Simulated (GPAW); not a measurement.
The system is Sb.

```
CELL_PARAMETERS angstrom
-1.87134 1.87134 1.87134
1.87134 -1.87134 1.87134
1.87134 1.87134 -1.87134
ATOMIC_POSITIONS crystal
Sb 0.00000 0.00000 0.00000
```

This isn't the form of Sb at room conditions, which is rhombohedral.

Base run:

```yaml
Program: GPAW 26.7.0
Functional: PBE
Potentials_or_basis: GPAW PAW data sets (gpaw-data 1.2.1)
Cutoff: 450 eV
Basis: pw
k_mesh: 8 × 8 × 8
Occupations: fermi-dirac, width 0.05 eV
Spin: no spin polarisation
```

Its results: band gap on the k mesh none (metal or under the smearing width); pressure -0.1 GPa.

The run is repeated on the same cell with these changes: functional from PBE to r2SCAN. What comes out?

Band gap on the k mesh none (metal or under the smearing width); pressure -0.7 GPa.

Caveats: the cutoff is short for stress and forces, so pressures can be off by a GPa or more; the PAW data sets were made with another functional, which shifts forces and pressure a little (some runs).
